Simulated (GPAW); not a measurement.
# MgB2 (P6/mmm) in GPAW: a series of runs

Runs on MgB2. Level: PBE. Tasks: single point.

All numbers are computed with GPAW 26.7.0; they aren't measurements. Logs are shortened: lines on timing, memory, paths and dates and some standing lists are left out, and cuts for length are marked. The log counts tension as positive stress, the text compression.

## (1) The structure

Symmetry: P6/mmm, No. 191, hexagonal system. The conventional cell has a = 3.085 Å, b = 3.085 Å, c = 3.523 Å, α = 90.00°, β = 90.00°, γ = 120.00°. Around Mg (site symmetry 6/mmm) lie 12 B at 2.51 Å. B (site symmetry -6m2) is surrounded by 3 B at 1.78 Å.

## (2) Single point, PBE

Input file run.py:

```python
from ase.dft.bandgap import bandgap
from ase.io import read, write
from ase.units import GPa
from gpaw import GPAW, PW

atoms = read('MgB2.xyz')

calc = GPAW(mode=PW(550),
            xc='PBE',
            kpts={'size': (8, 8, 6), 'gamma': True},
            occupations={'name': 'fermi-dirac', 'width': 0.05},
            nbands=17,
            maxiter=120,
            txt='gpaw.txt')
atoms.calc = calc
energy = atoms.get_potential_energy()
forces = atoms.get_forces()
stress = atoms.get_stress()
calc.write('gs.gpw')
write('result.traj', atoms)
print(f'Energy: {energy:.6f} eV')
print('Forces (eV/A):')
print(forces.round(4))
print('Stress (GPa):', (stress / GPa).round(3))
print('Fermi level:', round(calc.get_fermi_level(), 4), 'eV')
print(f'Gap: {bandgap(calc)[0]:.4f} eV, direct: {bandgap(calc, direct=True)[0]:.4f} eV')
```

Input file MgB2.xyz:

```xyz
3
Lattice="3.0850000000 0.0000000000 0.0000000000 -1.5425000000 2.6716883707 0.0000000000 0.0000000000 0.0000000000 3.5230000000" Properties=species:S:1:pos:R:3 pbc="T T T"
Mg     0.0000000000      0.0000000000      0.0000000000
B      1.5425000002      0.8905627901      1.7615000000
B     -0.0000000002      1.7811255806      1.7615000000
```

Potentials or basis: GPAW PAW data sets (gpaw-data 1.2.1), pw.

On the command line:

```console
> OMP_NUM_THREADS=1 python run.py
```

gpaw.txt:

```text
__  _  _
 | _ |_)|_||  |
 |__||  | ||/\| - 26.7.0

Input parameters:
  mode=PW(ecut=550.0),
  kpts=MonkhorstPack(size=(8, 8, 6), gamma=True),
  maxiter=120,
  nbands=17,
  occupations=Occupations(name='fermi-dirac', width=0.05),
  xc=XC(name='PBE')

Diagonalizing LCAO Hamiltonian
Converting LCAO to pw mode

         B  B

       Mg

Atoms  # Å, Bohr magnetons
|   | symbol |         x |        y |        z |    initial magnetic moments |
|---|--------|-----------|----------|----------|-----------------------------|
| 0 |     Mg |  0.000000 | 0.000000 | 0.000000 | ( 0.0000,  0.0000,  0.0000) |
| 1 |      B |  1.542500 | 0.890563 | 1.761500 | ( 0.0000,  0.0000,  0.0000) |
| 2 |      B | -0.000000 | 1.781126 | 1.761500 | ( 0.0000,  0.0000,  0.0000) |

Unit cell  # Å
| periodic |         x |        y |        z |  lengths |     angles |
|----------|-----------|----------|----------|----------|------------|
|      yes |  3.085000 | 0.000000 | 0.000000 | 3.085000 |  90.000000 |
|      yes | -1.542500 | 2.671688 | 0.000000 | 3.085000 |  90.000000 |
|      yes |  0.000000 | 0.000000 | 3.523000 | 3.523000 | 120.000000 |

Number of symmetries: 24
Symmetry operations  # r_c * U_cc + t_c -> r_c
|    | kind |            matrix            |
|----|------|------------------------------|
|  0 |  σ   |  1, 1, 0,  0,-1, 0,  0, 0, 1 |
|  1 |  C2  |  1, 1, 0,  0,-1, 0,  0, 0,-1 |
|  2 |  C6  |  1, 1, 0, -1, 0, 0,  0, 0, 1 |
|  3 |  S6  |  1, 1, 0, -1, 0, 0,  0, 0,-1 |
|  4 |  E   |  1, 0, 0,  0, 1, 0,  0, 0, 1 |
|  5 |  σ   |  1, 0, 0,  0, 1, 0,  0, 0,-1 |
|  6 |  σ   |  1, 0, 0, -1,-1, 0,  0, 0, 1 |
|  7 |  C2  |  1, 0, 0, -1,-1, 0,  0, 0,-1 |
|  8 |  σ   |  0, 1, 0,  1, 0, 0,  0, 0, 1 |
|  9 |  C2  |  0, 1, 0,  1, 0, 0,  0, 0,-1 |
| 10 |  C3  |  0, 1, 0, -1,-1, 0,  0, 0, 1 |
| 11 |  S3  |  0, 1, 0, -1,-1, 0,  0, 0,-1 |
| 12 |  C6  |  0,-1, 0,  1, 1, 0,  0, 0, 1 |
| 13 |  S6  |  0,-1, 0,  1, 1, 0,  0, 0,-1 |
| 14 |  σ   |  0,-1, 0, -1, 0, 0,  0, 0, 1 |
| 15 |  C2  |  0,-1, 0, -1, 0, 0,  0, 0,-1 |
| 16 |  σ   | -1, 0, 0,  1, 1, 0,  0, 0, 1 |
| 17 |  C2  | -1, 0, 0,  1, 1, 0,  0, 0,-1 |
| 18 |  C2  | -1, 0, 0,  0,-1, 0,  0, 0, 1 |
| 19 |  i   | -1, 0, 0,  0,-1, 0,  0, 0,-1 |
| 20 |  C3  | -1,-1, 0,  1, 0, 0,  0, 0, 1 |
| 21 |  S3  | -1,-1, 0,  1, 0, 0,  0, 0,-1 |
| 22 |  σ   | -1,-1, 0,  0, 1, 0,  0, 0, 1 |
| 23 |  C2  | -1,-1, 0,  0, 1, 0,  0, 0,-1 |

BZ-sampling:
  Number of BZ points: 384
  Number of IBZ points: 40

  Monkhorst-Pack size: [8, 8, 6]
  Monkhorst-Pack shift: [0.0625, 0.0625, 0.08333333333333333]

K-points  # in reciprocal-cell coordinates
|     |                                coordinates |     weight |
|-----|--------------------------------------------|------------|
|   0 | (  0.00000000,   0.00000000,   0.00000000) | 0.00260417 |
|   1 | (  0.00000000,   0.00000000,   0.16666667) | 0.00520833 |
|   2 | (  0.00000000,   0.00000000,   0.33333333) | 0.00520833 |
|   3 | (  0.00000000,   0.00000000,   0.50000000) | 0.00260417 |
|   4 | (  0.12500000,   0.00000000,   0.00000000) | 0.01562500 |
|   5 | (  0.12500000,   0.00000000,   0.16666667) | 0.03125000 |
|   6 | (  0.12500000,   0.00000000,   0.33333333) | 0.03125000 |
|   7 | (  0.12500000,   0.00000000,   0.50000000) | 0.01562500 |
|   8 | (  0.25000000,  -0.12500000,   0.00000000) | 0.01562500 |
|   9 | (  0.25000000,  -0.12500000,   0.16666667) | 0.03125000 |
| ... |                                            |            |
|  39 | (  0.50000000,   0.50000000,   0.50000000) | 0.00781250 |

Plane wave coefficients: 864
Cutoff: 550.0 eV

Spin-components: 1 (collinear spins)
Bands:           17
Projectors:      15
Spin-degeneracy: 2
Datatype:        complex128

Parallelization:
  kpt:    1
  domain: 1
  band:   1

Density:
  Valence electrons: 16.0
  Components: 1
  Grid points: [18 18 20]
  Charge: 0.0  # |e|

Potential:
  Grid points: [18 18 20]

species:
  Mg:
    name:    Magnesium
    Z:       12.0
    valence: 10
    core:    2
    charge:  0.0  # [|e|]
    compensation charges:
      type: gauss
      rc: 0.33  # [Å]
      lmax: 2
    cutoffs:
      filter: 1.86  # [Å]
      core: 0.54  # [Å]
    projectors
    | kind |    occ | energy [eV] | rcut [Å] |
    |------|--------|-------------|----------|
    |   2s |  2.000 |     -79.840 |    1.090 |
    |   3s |  2.000 |      -4.705 |    1.090 |
    |   2p |  6.000 |     -46.613 |    1.085 |
    |   3p |  0.000 |      -1.330 |    1.085 |
    |    d |        |       0.000 |    1.037 |

    Using partial waves for Mg as LCAO basis

  B:
    name:    Boron
    Z:       5.0
    valence: 3
    core:    2
    charge:  0.0  # [|e|]
    compensation charges:
      type: gauss
      rc: 0.20  # [Å]
      lmax: 2
    cutoffs:
      filter: 1.14  # [Å]
      core: 1.38  # [Å]
    projectors
    | kind |    occ | energy [eV] | rcut [Å] |
    |------|--------|-------------|----------|
    |   2s |  2.000 |      -9.443 |    0.635 |
    |   2p |  1.000 |      -3.606 |    0.635 |
    |    s |        |      17.768 |    0.635 |
    |    p |        |      23.605 |    0.635 |
    |    d |        |       0.000 |    0.635 |

    Using partial waves for B as LCAO basis

Reference energy: -6788.624023  # eV

eigensolver:
  PPCG
  Converge bands: occupied
  niter=2

density mixing:
  MSR1-Mixer
  Pratt-step length: 0.05
  Maximum mixing coefficient: 0.75
  Old densities: 10
  SVD Regularization: 0.005
  Good broyden scale: 1.0
  Trust region scale: 1.0
  Backstep threshold: 4.0
  History deletion threshold: 6.0
  Fourier metric: weight=20.0, sigma=0.015

occupation numbers:
  Fermi-Dirac:
    width: 0.0500  # eV

poisson solver:
  ecut: 4400.0  # eV

xc functional:
  name: PBE with 2 nearest neighbor stencil

convergence criteria:
- Maximum [total energy] change in last 3 cyles: 0.0005 eV / valence electron
- Maximum integral of absolute [dens]ity change: 0.0001 electrons / valence electron
- Maximum integral of absolute [eigenst]ate change: 4e-08 eV^2 / valence electron
maximum number of iterations: 120

SCF iterations
|iter     | |      energy | eigst |  dens |
|---------|-|-------------|-------|-------|
|iter:   1| |  -16.843095 | +0.04 |       |
|iter:   2| |  -16.572572 | -2.42 | -0.95 |
|iter:   3| |  -15.394052 | -1.33 | -0.99 |
|iter:   4| |  -15.393068 | -3.34 | -1.79 |
|iter:   5| |  -15.394580c| -3.82 | -2.10 |
|iter:   6| |  -15.394519c| -5.17 | -2.87 |
|iter:   7| |  -15.394504c| -5.98 | -3.39 |
|iter:   8| |  -15.394504c| -7.89c| -4.15c|

Converged in 8 steps
Energy contributions relative to reference atoms: (reference = -6788.624023)

Energy contributions:
  Kinetic:          10.308009
  Coulomb:          -6.367933
  Zero:             -0.031172
  External:          0.000000
  Xc:              -19.298348
  Entropy:          -0.010121
  Spinorbit:         0.000000
  ----------------------------
  Free energy:     -15.399565
  Extrapolated:    -15.394504

dipole moment: (-2.214990, -3.836475, -5.058937)  # |e|*Ang

Fermi level: 7.208
Eigenvalues  # (at kpt = [0.000, 0.000, 0.000])
| band index |      eig [eV] | occ [0-2] |
|------------|---------------|-----------|
|          0 |       -68.080 |     2.000 |
|          1 |       -34.852 |     2.000 |
|          2 |       -34.852 |     2.000 |
|          3 |       -34.839 |     2.000 |
|          4 |        -5.198 |     2.000 |
|          5 |         4.276 |     2.000 |
|          6 |         7.564 |     0.002 |
|          7 |         7.564 |     0.002 |
|          8 |         8.871 |     0.000 |
|          9 |        13.505 |     0.000 |
|         10 |        13.505 |     0.000 |
|         11 |        15.285 |     0.000 |
|         12 |        17.135 |     0.000 |
|         13 |        19.899 |     0.000 |
|        ... |               |           |
|         16 |        26.285 |     0.000 |

No gap
No difference between direct/indirect transitions

Forces  # eV/Ang
|        x |       y |       z |
|----------|---------|---------|
| -0.00000 | 0.00000 | 0.00000 |  # Mg   0
|  0.00000 | 0.00000 | 0.00000 |  # B    1
| -0.00000 | 0.00000 | 0.00000 |  # B    2

Stress tensor  # eV/Ang^3
|         x |        y |        z |
|-----------|----------|----------|
|  0.005784 | 0.000000 | 0.000000 |
| -0.000000 | 0.005784 | 0.000000 |
|  0.000000 | 0.000000 | 0.009924 |

# Writing to gs.gpw (mode='')
```

Wall time 9.3 s (1 thread of Arm Neoverse V2, shared host); peak memory 0.14 GiB.

These settings aren't checked as converged: the numbers below hold their error.

Results:

```
Free energy            : -15.3996 eV
Pressure               : -1.1 GPa
Band gap on the k mesh : none (metal or under the smearing width)
```

Caveat: the cutoff is short for stress and forces, so pressures can be off by a GPa or more.

## (3) Single point, PBE

Changes to run.py since step 2:

```diff
@@ -1,3 +1,4 @@
+from ase import Atoms
 from ase.dft.bandgap import bandgap
-from ase.io import read, write
+from ase.io import write
 from ase.units import GPa
@@ -5,3 +6,10 @@
 
-atoms = read('MgB2.xyz')
+atoms = Atoms(['Mg', 'B', 'B'],
+              cell=[[3.085, 0.0, 0.0],
+                    [-1.5425, 2.6716883707, 0.0],
+                    [0.0, 0.0, 3.523]],
+              scaled_positions=[[0.0, 0.0, 0.0],
+                                [0.6666666667, 0.3333333333, 0.5],
+                                [0.3333333333, 0.6666666667, 0.5]],
+              pbc=True)
 
@@ -11,3 +19,4 @@
             occupations={'name': 'fermi-dirac', 'width': 0.05},
-            nbands=17,
+            setups={'Mg': '2'},
+            nbands=-9,
             maxiter=120,
```

Potentials or basis: GPAW PAW data sets (gpaw-data 1.2.1), other valence, pw.

On the command line:

```console
> OMP_NUM_THREADS=1 python run.py
```

Wall time 11 s (1 thread of Arm Neoverse V1, shared host); peak memory 0.14 GiB.

These settings aren't checked as converged: the numbers below hold their error.

Results:

```yaml
Free_energy: -15.2113 eV
Pressure: -0.4 GPa
Band_gap_on_the_k_mesh: none (metal or under the smearing width)
```

Caveat: the cutoff is short for stress and forces, so pressures can be off by a GPa or more.
